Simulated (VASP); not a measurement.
# Si (P6_3/mmc) in VASP: electric field gradients with r2SCAN

Aim: the electric field gradients of Si with r2SCAN.

Everything below comes from runs of VASP 6.6.1. Logs are shortened: lines on timing, memory, paths and dates and some standing lists are left out, and cuts for length are marked.

**1. Starting point**

The structure is hexagonal, space group P6_3/mmc (No. 194). The conventional cell has a = 3.831 Å, b = 3.831 Å, c = 6.333 Å, α = 90.00°, β = 90.00°, γ = 120.00°. Around Si (site symmetry 3m) lie 4 Si at 2.35 to 2.37 Å.

This isn't the form of Si at room conditions, which is diamond.

**2. Electric field gradients, r2SCAN**

The input, POSCAR:

```
Si
1.0
    3.8313174605      0.0000000000      0.0000000000
   -1.9156587303      3.3180182508      0.0000000000
    0.0000000000      0.0000000000      6.3326220002
Si
4
Direct
    0.3333333333      0.6666666667      0.0630095000
    0.6666666667      0.3333333333      0.5630095000
    0.3333333333      0.6666666667      0.4369905000
    0.6666666667      0.3333333333      0.9369905000
```

The input, INCAR.step1:

```
SYSTEM = Si
ALGO = Normal
EDIFF = 1E-4
ENCUT = 520
GGA = PE
ISMEAR = -1
LASPH = .True.
LCHARG = .False.
LREAL = .False.
LWAVE = .True.
NBANDS = 16
NELM = 100
PREC = Accurate
SIGMA = 0.03
```

The input, INCAR.step2:

```
SYSTEM = Si
ALGO = Normal
EDIFF = 1E-8
ENCUT = 520
ISIF = 2
ISMEAR = -1
ISTART = 1
LASPH = .True.
LCHARG = .False.
LEFG = .True.
LMIXTAU = .True.
LREAL = .False.
LWAVE = .False.
METAGGA = R2SCAN
NBANDS = 16
NELM = 100
PREC = Accurate
SIGMA = 0.03
```

The input, KPOINTS:

```
k-points
0
Gamma
  7 7 4
  0 0 0
```

Potentials or basis: VASP PAW PBE potentials, release 64 (Si).

The run is started by

```bash
cat potpaw_PBE.64/Si/POTCAR > POTCAR
cp INCAR.step1 INCAR
mpirun -np 1 vasp_std > vasp.out
cp INCAR.step2 INCAR
mpirun -np 1 vasp_std > vasp.out
```

OUTCAR:

```text
SYSTEM = Si
   EDIFF = 1E-8
   ENCUT = 520
   ISIF = 2
   ISMEAR = -1
   ISTART = 1
   LASPH = .True.
   LREAL = .False.
   METAGGA = R2SCAN
   NELM = 100
   PREC = Accurate

 ion  position               nearest neighbor table
   1  0.333  0.667  0.063-   4 2.35   4 2.35   4 2.35   3 2.37
   2  0.667  0.333  0.563-   3 2.35   3 2.35   3 2.35   4 2.37
   3  0.333  0.667  0.437-   2 2.35   2 2.35   2 2.35   1 2.37
   4  0.667  0.333  0.937-   1 2.35   1 2.35   1 2.35   2 2.37

  LATTYP: Found a hexagonal cell.
 ALAT       =     3.8313174605
 C/A-ratio  =     1.6528575524

  Lattice vectors:

 A1 = (   3.8313174605,   0.0000000000,   0.0000000000)
 A2 = (  -1.9156587303,   3.3180182508,   0.0000000000)
 A3 = (   0.0000000000,   0.0000000000,   6.3326220002)

Analysis of symmetry for initial positions (statically):
=====================================================================
 Subroutine PRICEL returns:
 Original cell was already a primitive cell.

 Routine SETGRP: Setting up the symmetry group for a
 hexagonal supercell.

 Subroutine GETGRP returns: Found 24 space group operations
 (whereof 12 operations were pure point group operations)
 out of a pool of 24 trial point group operations.

The static configuration has the point symmetry D_3d.
 The point group associated with its full space group is D_6h.

Analysis of symmetry for dynamics (positions and initial velocities):
=====================================================================
 Subroutine PRICEL returns:
 Original cell was already a primitive cell.

 Routine SETGRP: Setting up the symmetry group for a
 hexagonal supercell.

 Subroutine GETGRP returns: Found 24 space group operations
 (whereof 12 operations were pure point group operations)
 out of a pool of 24 trial point group operations.

The dynamic configuration has the point symmetry D_3d.
 The point group associated with its full space group is D_6h.

 Subroutine INISYM returns: Found 24 space group operations
 (whereof 12 operations are pure point group operations),
 and found     1 'primitive' translations

----------------------------------------------------------------------------------------

                                     Primitive cell

  volume of cell :      80.5027
[... 139 lines left out ...]

 E-fermi :   6.2782     XC(G=0):  -9.8294

 val. band max:        5.9556600378   @ k =   0.0000   0.0000   0.0000
 cond. band min:       6.6341234690   @ k =   0.4286  -0.0000   0.0000
 fundamental gap:      0.6784634312
 Fermi energy:         6.2782296550

 k-point     1 :       0.0000    0.0000    0.0000
  band No.  band energies     occupation
      1      -6.8167      2.00000
      2      -4.4141      2.00000
      3      -1.5725      2.00000
      4       4.3443      2.00000
      5       4.3443      2.00000
      6       5.5844      2.00000
[... 433 lines left out ...]
      3      -1.5082      2.00000
      4      -1.5082      2.00000
      5       1.4994      2.00000
      6       1.4994      2.00000
[... 8 lines left out ...]
     15      12.2066      0.00000
     16      12.2066      0.00000

------------------------ aborting loop because EDIFF is reached ----------------------------------------

  FORCE on cell =-STRESS in cart. coord.  units (eV):
  Direction    XX          YY          ZZ          XY          YZ          ZX
  --------------------------------------------------------------------------------------
  -------------------------------------------------------------------------------------
  Total       -0.0355557     -0.0355557      0.0223115      0.0000000      0.0000000      0.0000000
  in kB       -0.7076343     -0.7076343      0.4440465      0.0000000      0.0000000      0.0000000
  external PRESSURE =      -0.3237407 kB  Pullay stress =       0.0000000 kB

 VOLUME and BASIS-vectors are now :
 -----------------------------------------------------------------------------
  energy-cutoff  :      520.00
  volume of cell :       80.50
      direct lattice vectors                 reciprocal lattice vectors
     3.831317461  0.000000000  0.000000000     0.261006823  0.150692360  0.000000000
    -1.915658730  3.318018251  0.000000000     0.000000000  0.301384720  0.000000000
     0.000000000  0.000000000  6.332622000     0.000000000  0.000000000  0.157912473

 POSITION                                       TOTAL-FORCE (eV/Angst)
 -----------------------------------------------------------------------------------
     -0.00000      2.21201      0.39902         0.000000      0.000000     -0.007070
      1.91566      1.10601      3.56533        -0.000000     -0.000000     -0.007070
     -0.00000      2.21201      2.76730        -0.000000      0.000000      0.007070
      1.91566      1.10601      5.93361         0.000000     -0.000000      0.007070
 -----------------------------------------------------------------------------------
    total drift:                                0.000000     -0.000000      0.000000

  FREE ENERGIE OF THE ION-ELECTRON SYSTEM (eV)
  ---------------------------------------------------
  free  energy   TOTEN  =       -35.0402142787 eV

  energy  without entropy=      -35.0402139554  energy(sigma->0) =      -35.04021412

 Electric field gradients (V/A^2)
---------------------------------------------------------------------
 ion       V_xx      V_yy      V_zz      V_xy      V_xz      V_yz
---------------------------------------------------------------------
   1      -2.113    -2.113     4.227    -0.000    -0.000     0.000
   2      -2.113    -2.113     4.227    -0.000     0.000    -0.000
   3      -2.113    -2.113     4.227    -0.000     0.000    -0.000
   4      -2.113    -2.113     4.227    -0.000    -0.000     0.000
---------------------------------------------------------------------

 Electric field gradients after diagonalization (V/A^2)
 (convention: |V_zz| > |V_xx| > |V_yy|)
----------------------------------------------------------------------
 ion       V_xx      V_yy      V_zz     asymmetry (V_yy - V_xx)/ V_zz
----------------------------------------------------------------------
   1      -2.113    -2.113     4.227       0.000
   2      -2.113    -2.113     4.227       0.000
   3      -2.113    -2.113     4.227       0.000
   4      -2.113    -2.113     4.227       0.000
----------------------------------------------------------------------

           NMR quadrupolar parameters

 Cq : quadrupolar parameter    Cq=e*Q*V_zz/h
 eta: asymmetry parameters     (V_yy - V_xx)/ V_zz
 Q  : nuclear electric quadrupole moment in mb (millibarn)
----------------------------------------------------------------------
 ion       Cq(MHz)       eta       Q (mb)
----------------------------------------------------------------------
   1       0.010       0.000       1.000
   2       0.010       0.000       1.000
   3       0.010       0.000       1.000
   4       0.010       0.000       1.000
----------------------------------------------------------------------
```

OSZICAR.step1:

```text
N       E                     dE             d eps       ncg     rms          rms(c)
DAV:   1     0.266785065858E+02    0.26679E+02   -0.59650E+03   768   0.818E+02
DAV:   2    -0.200927766061E+02   -0.46771E+02   -0.42816E+02  1104   0.121E+02
DAV:   3    -0.219811306766E+02   -0.18884E+01   -0.18787E+01  1032   0.229E+01
DAV:   4    -0.220020027011E+02   -0.20872E-01   -0.20869E-01   968   0.314E+00
DAV:   5    -0.220023737450E+02   -0.37104E-03   -0.37103E-03  1024   0.394E-01    0.686E+00
DAV:   6    -0.217527249754E+02    0.24965E+00   -0.10017E-01   944   0.150E+00    0.418E+00
DAV:   7    -0.216377101347E+02    0.11501E+00   -0.21278E-01   896   0.228E+00    0.243E-01
DAV:   8    -0.216400468235E+02   -0.23367E-02   -0.15178E-02   952   0.619E-01    0.107E-01
DAV:   9    -0.216405538961E+02   -0.50707E-03   -0.64825E-04  1024   0.147E-01    0.823E-02
DAV:  10    -0.216406762063E+02   -0.12231E-03   -0.13279E-04   888   0.582E-02    0.125E-02
DAV:  11    -0.216406785329E+02   -0.23266E-05   -0.58831E-06   512   0.144E-02
   1 F= -.21640679E+02 E0= -.21640675E+02  d E =-.641107E-05
```

Run time: 47 s. Hardware: 1 thread of Intel Xeon 6975P-C (Granite Rapids), shared host; peak memory 0.19 GiB.

Results:

* Free energy: -35.0402 eV
* Pressure: 0.0 GPa
* Largest force: 0.007 eV/Å
* Band gap on the k mesh: 0.68 eV, indirect (least direct gap 1.37 eV)

Forces in eV/Å, atoms in the order of the input:
```
Si   0.000  0.000 -0.007
Si   0.000  0.000 -0.007
Si   0.000  0.000  0.007
Si   0.000  0.000  0.007
```

Stress tensor (GPa, compression positive):
```
-0.07  0.00  0.00
 0.00 -0.07  0.00
 0.00  0.00  0.04
```

Electric field gradients, principal values (V/Å²):
```csv
atom,Vxx,Vyy,Vzz
1 Si,-2.113,-2.113,4.227
2 Si,-2.113,-2.113,4.227
3 Si,-2.113,-2.113,4.227
4 Si,-2.113,-2.113,4.227
```

Caveat: the PAW data sets were made with another functional, which shifts forces and pressure a little; an odd mesh through Γ misses points on the zone boundary, where band edges often lie.
